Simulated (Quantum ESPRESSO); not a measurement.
# MoS2 (P-3m1) in Quantum ESPRESSO: a series of runs, part 2 of 4

Quantum ESPRESSO 7.5.

### Step 3. Phonons, LDA

Input file pw.in:

```
&CONTROL
  calculation = 'scf'
  prefix = 'pwscf'
  outdir = './tmp'
  pseudo_dir = './pseudo'
  tprnfor = .true.
  tstress = .true.
  disk_io = 'low'
/
&SYSTEM
  ibrav = 0
  celldm(1) = 8
  nat = 3
  ntyp = 2
  ecutwfc = 45
  ecutrho = 360
  nbnd = 20
  occupations = 'smearing'
  smearing = 'mv'
  degauss = 0.01469973
/
&ELECTRONS
  conv_thr = 6d-10
  electron_maxstep = 120
  mixing_beta = 0.5
/
ATOMIC_SPECIES
Mo    95.9500 mo_lda_v1.uspp.F.UPF
S     32.0600 s_lda_v1.4.uspp.F.UPF
CELL_PARAMETERS alat
  0.7623780122949   0.0000000000000   0.0000000000000
 -0.3811890061475   0.6602387259200   0.0000000000000
  0.0000000000000   0.0000000000000   1.4911057415975
ATOMIC_POSITIONS crystal
Mo     0.0000000000    0.0000000000    0.5000000000
S      0.6666666667    0.3333333333    0.7446806800
S      0.3333333333    0.6666666667    0.2553193200
K_POINTS automatic
8 8 3 0 0 0
```

Input file relax.in:

```
&CONTROL
  calculation = 'vc-relax'
  prefix = 'pwscf'
  outdir = './tmp'
  pseudo_dir = './pseudo'
  tprnfor = .true.
  tstress = .true.
  disk_io = 'low'
  nstep = 40
  forc_conv_thr = 0.0001
  etot_conv_thr = 1d-06
/
&SYSTEM
  ibrav = 0
  celldm(1) = 8
  nat = 3
  ntyp = 2
  ecutwfc = 45
  ecutrho = 360
  nbnd = 20
  occupations = 'smearing'
  smearing = 'mv'
  degauss = 0.01469973
/
&ELECTRONS
  conv_thr = 6d-10
  electron_maxstep = 120
  mixing_beta = 0.5
/
&IONS
  ion_dynamics = 'bfgs'
/
&CELL
  cell_dynamics = 'bfgs'
  press = 0
  press_conv_thr = 0.2
/
ATOMIC_SPECIES
Mo    95.9500 mo_lda_v1.uspp.F.UPF
S     32.0600 s_lda_v1.4.uspp.F.UPF
CELL_PARAMETERS alat
  0.7623780122868   0.0000000000000   0.0000000000000
 -0.3811890061434   0.6602387259270   0.0000000000000
  0.0000000000000   0.0000000000000   1.4911057415975
ATOMIC_POSITIONS crystal
Mo     0.0000000000    0.0000000000    0.5000000000
S      0.6666666667    0.3333333333    0.7446806800
S      0.3333333333    0.6666666667    0.2553193200
K_POINTS automatic
8 8 3 0 0 0
```

Input file scf2.in:

```
&CONTROL
  calculation = 'scf'
  prefix = 'pwscf'
  outdir = './tmp'
  pseudo_dir = './pseudo'
  tprnfor = .true.
  tstress = .true.
  disk_io = 'low'
/
&SYSTEM
  ibrav = 0
  celldm(1) = 8
  nat = 3
  ntyp = 2
  ecutwfc = 45
  ecutrho = 360
  nbnd = 20
  occupations = 'smearing'
  smearing = 'mv'
  degauss = 0.01469973
/
&ELECTRONS
  conv_thr = 1d-13
  electron_maxstep = 120
  mixing_beta = 0.5
  startingpot = 'file'
  startingwfc = 'file'
/
ATOMIC_SPECIES
Mo    95.9500 mo_lda_v1.uspp.F.UPF
S     32.0600 s_lda_v1.4.uspp.F.UPF
CELL_PARAMETERS alat
  0.7434492371479   0.0000000000068   0.0000000000000
 -0.3717246185798   0.6438459257908   0.0000000000000
  0.0000000000000   0.0000000000000   1.3476016377777
ATOMIC_POSITIONS crystal
Mo     0.0000000000    0.0000000000    0.5000000000
S      0.6666666667    0.3333333333    0.7736681245
S      0.3333333333    0.6666666667    0.2263318755
K_POINTS automatic
8 8 3 0 0 0
```

Input file ph.in:

```
phonons of MoS2
&INPUTPH
  prefix = 'pwscf'
  outdir = './tmp'
  tr2_ph = 1d-18
  fildyn = 'dyn'
  niter_ph = 90
  alpha_mix(1) = 0.4
/
0.0000000000 0.0000000000 0.0000000000
```

Input file dynmat.in:

```
&INPUT
  fildyn = 'dyn'
  asr = 'crystal'
  filout = 'dynmat.disp'
  fileig = 'dynmat.eig'
/
```

Potentials or basis: GBRV 1.5 LDA.

Command:

```bash
$ OMP_NUM_THREADS=1 pw.x -in pw.in > pw.out
$ OMP_NUM_THREADS=1 pw.x -in relax.in > relax.out
$ OMP_NUM_THREADS=1 pw.x -in scf2.in > scf2.out
$ OMP_NUM_THREADS=1 ph.x -in ph.in > ph.out
$ OMP_NUM_THREADS=1 dynmat.x -in dynmat.in > dynmat.out
```

pw.out:

```text
This program is part of the open-source Quantum ESPRESSO suite
     for quantum simulation of materials; please cite
[... 9 lines left out ...]
     --------------------
     sticks:   dense  smooth     PW     G-vecs:    dense   smooth      PW
     Sum         925     463    139                44365    15669    2591

     Using Slab Decomposition

     bravais-lattice index     =            0
     lattice parameter (alat)  =       8.0000  a.u.
     unit-cell volume          =     384.2818 (a.u.)^3
     number of atoms/cell      =            3
     number of atomic types    =            2
     number of electrons       =        26.00
     number of Kohn-Sham states=           20
     kinetic-energy cutoff     =      45.0000  Ry
     charge density cutoff     =     360.0000  Ry
     scf convergence threshold =      6.0E-10
     mixing beta               =       0.5000
[... 315 lines left out ...]
     5.6290   5.9927   6.9120   7.7373   9.0392  10.4092  11.4128  12.2616
    13.3173  16.5257  17.4605  18.7786

          k =-0.1640 0.6626-0.2235 (  1949 PWs)   bands (ev):

   -51.6608 -26.0462 -25.8475 -25.7125  -3.1944  -2.5907   3.4958   4.4551
     5.5201   5.9037   6.8723   7.3543   8.9797  10.8146  11.4984  12.6718
    13.8356  15.7609  16.5894  18.1448

     the Fermi energy is     9.9563 ev

!    total energy              =    -187.82847269 Ry
     estimated scf accuracy    <          3.4E-11 Ry
     smearing contrib. (-TS)   =      -0.00048621 Ry
     internal energy E=F+TS    =    -187.82798648 Ry

     The total energy is F=E-TS. E is the sum of the following terms:
     one-electron contribution =     -95.40574380 Ry
     hartree contribution      =      57.76409714 Ry
     xc contribution           =     -36.02226249 Ry
     ewald contribution        =    -114.16407733 Ry

     convergence has been achieved in  10 iterations

     Forces acting on atoms (cartesian axes, Ry/au):

     atom    1 type  1   force =     0.00000000   -0.00000000    0.00000000
     atom    2 type  2   force =     0.00000000    0.00000000   -0.00643239
     atom    3 type  2   force =     0.00000000    0.00000000    0.00643239

     Total force =     0.009097     Total SCF correction =     0.000012

     Computing stress (Cartesian axis) and pressure

          total   stress  (Ry/bohr**3)                   (kbar)     P=      -60.81
  -0.00047838  -0.00000000   0.00000000          -70.37       -0.00        0.00
  -0.00000000  -0.00047838   0.00000000           -0.00      -70.37        0.00
  -0.00000000  -0.00000000  -0.00028344           -0.00       -0.00      -41.69

=------------------------------------------------------------------------------=
   JOB DONE.
=------------------------------------------------------------------------------=
```

scf2.out:

```text
This program is part of the open-source Quantum ESPRESSO suite
     for quantum simulation of materials; please cite
[... 9 lines left out ...]
     --------------------
     sticks:   dense  smooth     PW     G-vecs:    dense   smooth      PW
     Sum         871     433    127                38051    13475    2251
[... 331 lines left out ...]
  -0.00000232   0.00000000   0.00000000           -0.34        0.00        0.00
   0.00000000  -0.00000232   0.00000000            0.00       -0.34        0.00
   0.00000000   0.00000000  -0.00000618            0.00        0.00       -0.91

=------------------------------------------------------------------------------=
   JOB DONE.
=------------------------------------------------------------------------------=
```

It took 6 min on 1 thread of AMD EPYC 9R45 (Zen 5), shared host; peak memory 0.21 GiB.

What came out:

```
Free energy                            : -2555.6647 eV
Relaxed volume                         : 16.31 Å³/atom
Relaxed cell                           : a = 3.147 Å, b = 3.147 Å, c = 5.705 Å, α = 90.00°, β = 90.00°, γ = 120.00°
Space group after relaxing (to 0.05 Å) : P-3m1 (No. 164)
Pressure after relaxing                : -0.1 GPa
Band gap on the k mesh                 : none (metal or under the smearing width)
Highest phonon frequency at Γ          : 403 cm⁻¹
```

Step by step:
| step | energy change (eV) | largest force (eV/Å) | pressure (GPa) | volume (Å³) |
| --- | --- | --- | --- | --- |
| 1 | 0.0000 | 0.1654 | -6.08 | 56.94 |
| 2 | -0.0459 | 0.3579 | -1.71 | 55.20 |
| 3 | -0.0646 | 0.4795 | 0.11 | 54.13 |
| 4 | -0.0864 | 0.3961 | 1.11 | 52.76 |
| 5 | -0.0945 | 0.1673 | 0.48 | 52.14 |
| 6 | -0.0967 | 0.0739 | -0.15 | 52.13 |
| 7 | -0.1001 | 0.0147 | -0.80 | 52.04 |
| 8 | -0.1046 | 0.0846 | -1.30 | 51.82 |
| 9 | -0.1106 | 0.1423 | -1.65 | 51.44 |
| 10 | -0.1184 | 0.1849 | -1.82 | 50.84 |
| 11 | -0.1271 | 0.2005 | -1.56 | 49.91 |
| 12 | -0.1325 | 0.1176 | -0.71 | 48.70 |
| 13 | -0.1335 | 0.1032 | -0.77 | 49.12 |
| 14 | -0.1340 | 0.0614 | -0.47 | 49.03 |
| 15 | -0.1342 | 0.0026 | -0.02 | 48.94 |
| 16 | -0.1342 | 0.0002 | 0.00 | 48.94 |

Final structure:
```
Mo S
1.0
     3.14733    0.00000    0.00000
    -1.57367    2.72567    0.00000
     0.00000    0.00000    5.70496
Mo S
1 2
Direct
  0.00000 0.00000 0.50000
  0.66667 0.33333 0.77367
  0.33333 0.66667 0.22633
```

Phonon frequencies in cm⁻¹ (negative: imaginary):
```tsv
q point	frequencies
(0.000, 0.000, 0.000)	-7 -7 -6 234 234 273 273 385 403
```

Optical modes at Γ, degenerate ones joined:
```tsv
cm⁻¹	components	symmetry	active in
234	2	Eu	IR
273	2	Eg	Raman
385	1	A1g	Raman
403	1	A2u	IR
```

Caveat: the k mesh is coarse; the mesh is thin for the phonons of a metal; the layers were relaxed without a dispersion term, so their spacing and the soft interlayer modes are unreliable.

### Step 4. Phonons, LDA, target pressure 3 GPa, at which the enthalpy is minimised

pw.in is that of step 3.

relax.in: that of step 3 with these lines changed.

```diff
@@ -34,3 +34,3 @@
   cell_dynamics = 'bfgs'
-  press = 0
+  press = 30
   press_conv_thr = 0.2
```

scf2.in: that of step 3 with these lines changed.

```diff
@@ -32,9 +32,9 @@
 CELL_PARAMETERS alat
-  0.7434492371479   0.0000000000068   0.0000000000000
- -0.3717246185798   0.6438459257908   0.0000000000000
-  0.0000000000000   0.0000000000000   1.3476016377777
+  0.7392065821096  -0.0000000000000   0.0000000000000
+ -0.3696032910548   0.6401716787516   0.0000000000000
+  0.0000000000000   0.0000000000000   1.3054884283871
 ATOMIC_POSITIONS crystal
 Mo     0.0000000000    0.0000000000    0.5000000000
-S      0.6666666667    0.3333333333    0.7736681245
-S      0.3333333333    0.6666666667    0.2263318755
+S      0.6666666667    0.3333333333    0.7823848098
+S      0.3333333333    0.6666666667    0.2176151902
 K_POINTS automatic
```

ph.in is that of step 3.

dynmat.in is that of step 3.

Potentials or basis: GBRV 1.5 LDA.

Command:

```bash
$ OMP_NUM_THREADS=1 pw.x -in pw.in > pw.out
$ OMP_NUM_THREADS=1 pw.x -in relax.in > relax.out
$ OMP_NUM_THREADS=1 pw.x -in scf2.in > scf2.out
$ OMP_NUM_THREADS=1 ph.x -in ph.in > ph.out
$ OMP_NUM_THREADS=1 dynmat.x -in dynmat.in > dynmat.out
```

pw.out:

```text
This program is part of the open-source Quantum ESPRESSO suite
     for quantum simulation of materials; please cite
[... 9 lines left out ...]
     --------------------
     sticks:   dense  smooth     PW     G-vecs:    dense   smooth      PW
     Sum         925     463    139                44365    15669    2591

     Using Slab Decomposition

     bravais-lattice index     =            0
     lattice parameter (alat)  =       8.0000  a.u.
     unit-cell volume          =     384.2818 (a.u.)^3
     number of atoms/cell      =            3
     number of atomic types    =            2
     number of electrons       =        26.00
     number of Kohn-Sham states=           20
     kinetic-energy cutoff     =      45.0000  Ry
     charge density cutoff     =     360.0000  Ry
     scf convergence threshold =      6.0E-10
     mixing beta               =       0.5000
     number of iterations used =            8  plain     mixing
     Exchange-correlation=  SLA  PZ   NOGX NOGC
                           (   1   1   0   0   0   0   0)

     celldm(1)=   8.000000  celldm(2)=   0.000000  celldm(3)=   0.000000
     celldm(4)=   0.000000  celldm(5)=   0.000000  celldm(6)=   0.000000

     crystal axes: (cart. coord. in units of alat)
               a(1) = (   0.762378   0.000000   0.000000 )
               a(2) = (  -0.381189   0.660239   0.000000 )
               a(3) = (   0.000000   0.000000   1.491106 )

     reciprocal axes: (cart. coord. in units 2 pi/alat)
               b(1) = (  1.311685  0.757302 -0.000000 )
               b(2) = (  0.000000  1.514604  0.000000 )
               b(3) = (  0.000000 -0.000000  0.670643 )

     PseudoPot. # 1 for Mo read from file:
     mo_lda_v1.uspp.F.UPF
     Pseudo is Ultrasoft + core correction, Zval = 14.0
     Generated by new atomic code, or converted to UPF format
     Using radial grid of  889 points,  6 beta functions with:
                l(1) =   0
                l(2) =   0
                l(3) =   1
                l(4) =   1
                l(5) =   2
                l(6) =   2
     Q(r) pseudized with  6 coefficients,  rinner =    1.000   1.000   1.000
                                                       1.000   1.000

     PseudoPot. # 2 for S  read from file:
     s_lda_v1.4.uspp.F.UPF
     Pseudo is Ultrasoft + core correction, Zval =  6.0
     Generated by new atomic code, or converted to UPF format
[... 61 lines left out ...]

     iteration #  1     ecut=    45.00 Ry     beta= 0.50
     Davidson diagonalization with overlap
     ethr =  1.00E-02,  avg # of iterations =  5.5

     Threshold (ethr) on eigenvalues was too large:
     Diagonalizing with lowered threshold

     Davidson diagonalization with overlap
     ethr =  2.64E-04,  avg # of iterations =  5.4

     total energy              =    -187.81088849 Ry
     estimated scf accuracy    <       0.08307547 Ry

     iteration #  2     ecut=    45.00 Ry     beta= 0.50
     Davidson diagonalization with overlap
     ethr =  3.20E-04,  avg # of iterations =  2.9

     negative rho (up, down):  2.229E-06 0.000E+00

     total energy              =    -187.81519019 Ry
     estimated scf accuracy    <       0.04055673 Ry

     iteration #  3     ecut=    45.00 Ry     beta= 0.50
     Davidson diagonalization with overlap
     ethr =  1.56E-04,  avg # of iterations =  2.0
[... 46 lines left out ...]
     iteration # 10     ecut=    45.00 Ry     beta= 0.50
     Davidson diagonalization with overlap
     ethr =  1.77E-11,  avg # of iterations =  1.6

     End of self-consistent calculation

          k = 0.0000 0.0000 0.0000 (  1993 PWs)   bands (ev):

   -51.6927 -25.7785 -25.7445 -25.7445  -4.8264  -3.3588   3.2628   5.9225
     5.9225   8.1504   8.8540   8.9886   8.9886   9.6630   9.6630  13.1511
    13.1511  15.9166  15.9191  19.3507
[... 39 lines left out ...]
   -51.6655 -26.0251 -25.8096 -25.7221  -3.3173  -2.9316   3.8098   4.6368
     5.6167   5.9573   6.8195   8.1322   8.3842  10.8194  11.0378  13.3087
    14.1001  15.5753  16.5349  17.2855

          k = 0.0000-0.7573 0.0000 (  1938 PWs)   bands (ev):

   -51.6608 -26.0720 -25.8206 -25.7124  -3.2211  -2.5567   3.1169   5.0471
     5.2196   5.8665   6.7845   8.2076   8.2379  10.8765  11.6419  13.5878
    13.6676  15.4539  16.6836  18.1851

          k = 0.0000-0.7573 0.2235 (  1948 PWs)   bands (ev):

   -51.6608 -26.0720 -25.8207 -25.7124  -3.2677  -2.4902   3.1228   4.7303
     5.2723   5.8275   7.2928   8.0388   8.3237  10.8758  11.6571  13.3336
    14.1087  14.9394  15.8591  16.9136

          k = 0.1640 0.2840 0.0000 (  1965 PWs)   bands (ev):
[... 73 lines left out ...]
   -51.6655 -26.0251 -25.8096 -25.7221  -3.4118  -2.8088   3.7315   4.3286
     5.7534   5.9429   7.5167   8.0213   8.1753  10.8204  11.4566  13.1227
    13.2137  15.3518  16.0711  18.3455

          k =-0.1640 0.4733-0.2235 (  1959 PWs)   bands (ev):

   -51.6688 -25.9745 -25.8196 -25.7290  -3.4521  -3.0851   4.1884   4.6729
     5.6290   5.9927   6.9120   7.7373   9.0392  10.4092  11.4128  12.2616
    13.3173  16.5257  17.4605  18.7786

          k =-0.1640 0.6626-0.2235 (  1949 PWs)   bands (ev):

   -51.6608 -26.0462 -25.8475 -25.7125  -3.1944  -2.5907   3.4958   4.4551
     5.5201   5.9037   6.8723   7.3543   8.9797  10.8146  11.4984  12.6718
    13.8356  15.7609  16.5894  18.1448

     the Fermi energy is     9.9563 ev

!    total energy              =    -187.82847269 Ry
     estimated scf accuracy    <          3.4E-11 Ry
     smearing contrib. (-TS)   =      -0.00048621 Ry
     internal energy E=F+TS    =    -187.82798648 Ry

     The total energy is F=E-TS. E is the sum of the following terms:
     one-electron contribution =     -95.40574380 Ry
     hartree contribution      =      57.76409714 Ry
     xc contribution           =     -36.02226249 Ry
     ewald contribution        =    -114.16407733 Ry

     convergence has been achieved in  10 iterations

     Forces acting on atoms (cartesian axes, Ry/au):

     atom    1 type  1   force =     0.00000000    0.00000000    0.00000000
     atom    2 type  2   force =     0.00000000    0.00000000   -0.00643239
     atom    3 type  2   force =     0.00000000    0.00000000    0.00643239

     Total force =     0.009097     Total SCF correction =     0.000012

     Computing stress (Cartesian axis) and pressure

          total   stress  (Ry/bohr**3)                   (kbar)     P=      -60.81
  -0.00047838  -0.00000000   0.00000000          -70.37       -0.00        0.00
  -0.00000000  -0.00047838   0.00000000           -0.00      -70.37        0.00
   0.00000000   0.00000000  -0.00028344            0.00        0.00      -41.69

=------------------------------------------------------------------------------=
   JOB DONE.
=------------------------------------------------------------------------------=
```

It took 5.8 min on 1 thread of AMD EPYC 9R45 (Zen 5), shared host; peak memory 0.21 GiB.

What came out:

```yaml
Free_energy: -2555.6455 eV
Relaxed_volume: 15.62 Å³/atom
Relaxed_cell: a = 3.129 Å, b = 3.129 Å, c = 5.527 Å, α = 90.00°, β = 90.00°, γ = 120.00°
Space_group_after_relaxing_to_0.05_Å: P-3m1 (No. 164)
Pressure_after_relaxing: 2.9 GPa
Band_gap_on_the_k_mesh: none (metal or under the smearing width)
Highest_phonon_frequency_at_Γ: 409 cm⁻¹
```

Stress tensor (GPa, compression positive):
```
2.95 0.00 0.00
0.00 2.95 0.00
0.00 0.00 2.88
```

The path:
| step | energy change (eV) | largest force (eV/Å) | pressure (GPa) | volume (Å³) |
| --- | --- | --- | --- | --- |
| 1 | 0.0000 | 0.1654 | -6.08 | 56.94 |
| 2 | -0.0490 | 0.6283 | 0.57 | 54.35 |
| 3 | -0.0607 | 0.7971 | 3.14 | 52.85 |
| 4 | -0.0761 | 0.6856 | 4.65 | 51.00 |
| 5 | -0.0712 | 0.2024 | 4.41 | 49.48 |
| 6 | -0.0877 | 0.1437 | 3.09 | 49.86 |
| 7 | -0.1006 | 0.0532 | 1.97 | 49.92 |
| 8 | -0.1109 | 0.0081 | 1.28 | 49.75 |
| 9 | -0.1201 | 0.0546 | 0.92 | 49.32 |
| 10 | -0.1265 | 0.0879 | 1.03 | 48.52 |
| 11 | -0.1227 | 0.0424 | 1.93 | 47.29 |
| 12 | -0.1174 | 0.0356 | 2.46 | 46.96 |
| 13 | -0.1160 | 0.0270 | 2.83 | 46.87 |
| 14 | -0.1159 | 0.0079 | 2.97 | 46.86 |
| 15 | -0.1160 | 0.0000 | 3.00 | 46.87 |

Final structure:
```
Mo S
1.0
     3.12937    0.00000    0.00000
    -1.56469    2.71011    0.00000
     0.00000    0.00000    5.52668
Mo S
1 2
Direct
  0.00000 0.00000 0.50000
  0.66667 0.33333 0.78238
  0.33333 0.66667 0.21762
```

Levels at points of the mesh, in eV from the Fermi level:
```
            k point  band 10  band 11  band 12  band 13  band 14  band 15  band 16  band 17
 (0.00, 0.00, 0.00)    -1.53    -0.86    -0.86    -0.62     0.03     0.03     2.95     2.95
(0.00, -0.50, 0.00)    -4.04    -3.73    -2.06    -1.68     1.35     1.94     3.76     4.26
```

Phonon frequencies in cm⁻¹ (negative: imaginary):
| q point | frequencies |
| --- | --- |
| (0.000, 0.000, 0.000) | -8 -8 -7 241 241 280 280 396 409 |

Optical modes at Γ, degenerate ones joined:
| cm⁻¹ | components | symmetry | active in |
| --- | --- | --- | --- |
| 241 | 2 | Eu | IR |
| 280 | 2 | Eg | Raman |
| 396 | 1 | A1g | Raman |
| 409 | 1 | A2u | IR |

Caveat: the k mesh is coarse; the mesh is thin for the phonons of a metal; the volume moved by over 15 % at a fixed basis, so the end points are rough; the layers were relaxed without a dispersion term, so their spacing and the soft interlayer modes are unreliable.

(Part 2 of 4 ends here.)
